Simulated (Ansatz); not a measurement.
SrCl₂ built on the CdCl2 prototype (no longer in that coordination), relaxed with r2SCAN+rVV10 in Ansatz 0.2.0: the symmetry is Fm-3m (No. 225, cubic); a = 6.951 Å in the conventional setting, 27.98 Å³ an atom. Around Sr lie 8 Cl at 3.01 Å; around Cl lie 4 Sr at 3.01 Å. The primitive cell holds 3 atoms in 83.95 Å³. Non-magnetic throughout. Whether this structure exists isn't addressed.

Computed values: PBE gives a gap of 5.39 eV and PBE0 (25 % exact exchange) 7.39 eV; one over PBE's mean ε∞ is 0.341. HSE06+SOC (4×4×4) gives a least gap of 6.67 eV and a least direct gap of 6.82 eV. r2SCAN's ε∞ is 2.79.

**Taking the gap as linear in the share of unscreened exchange, estimate the gap of the hybrid whose share is 1/ε∞.** The slope is (7.39 − 5.39)/0.25 = 8.00 eV per unit share, so E_g ≈ 5.39 + 8.00 × 0.341 = 8.12 eV. The run with that share gives 8.14 eV (4×4×4 mesh), +0.02 eV from the straight line.

**At what wavelength does absorption set in by HSE06+SOC, excitons left aside?** λ = 1239.84 eV nm/E: 186 nm for the least gap, where it needs phonons and is weak, and 182 nm for direct transitions. That lies in the ultraviolet, so by this gap the crystal is transparent to visible light.

**What refractive index and reflectivity at normal incidence follow, below the gap and above the phonons?** n = √2.79 = 1.670; R = ((n − 1)/(n + 1))² = (0.670/2.670)² = 6.3 % a face.

Only the levels marked +SOC include spin-orbit coupling.

The meshes of the hybrids are coarse, so their gaps aren't converged to the digits shown.
